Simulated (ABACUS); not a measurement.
Input of an ABACUS 3.10.1 run:

File INPUT:

```
INPUT_PARAMETERS
suffix              Ti
calculation         cell-relax
basis_type          pw
pseudo_dir          ./
symmetry            1
dft_functional      GGA_X_RPW86+GGA_C_PBE
ecutwfc             55
pseudo_rcut         10
nspin               1
nbands              10
ks_solver           dav
smearing_method     fd
smearing_sigma      0.00367493
scf_thr             1e-08
scf_nmax            100
mixing_type         broyden
mixing_beta         0.7
cal_force           1
cal_stress          1
ecutrho             440
relax_nmax          60
force_thr_ev        0.02
relax_method        cg
out_stru            1
stress_thr          1
kpar                4
```

File STRU:

```
ATOMIC_SPECIES
Ti 47.8670 ti_pbe_v1.4.uspp.F.UPF

LATTICE_CONSTANT
1.8897261246

LATTICE_VECTORS
-1.6410000000 1.6410000000 1.6410000000
1.6410000000 -1.6410000000 1.6410000000
1.6410000000 1.6410000000 -1.6410000000

ATOMIC_POSITIONS
Direct

Ti
0.0
1
0.0000000000 0.0000000000 0.0000000000 1 1 1
```

KPT

```
K_POINTS
0
Gamma
9 9 9 0 0 0
```

Potentials or basis: SSSP 1.3 efficiency PBE, plane waves.

Run with:

```sh
$ OMP_NUM_THREADS=1 mpirun -np 4 abacus > log
```

What does it give for the band gap on the k mesh?

None (metal or under the smearing width).

What does it give for the space group after relaxing (to 0.05 Å)?

Im-3m (No. 229).

Final structure:
```yaml
crystal:
  lattice:
    - [-1.63935, 1.63935, 1.63935]
    - [1.63935, -1.63935, 1.63935]
    - [1.63935, 1.63935, -1.63935]
  atoms:
    - { symbol: Ti, position: [0.00000, 0.00000, 0.00000] }
```
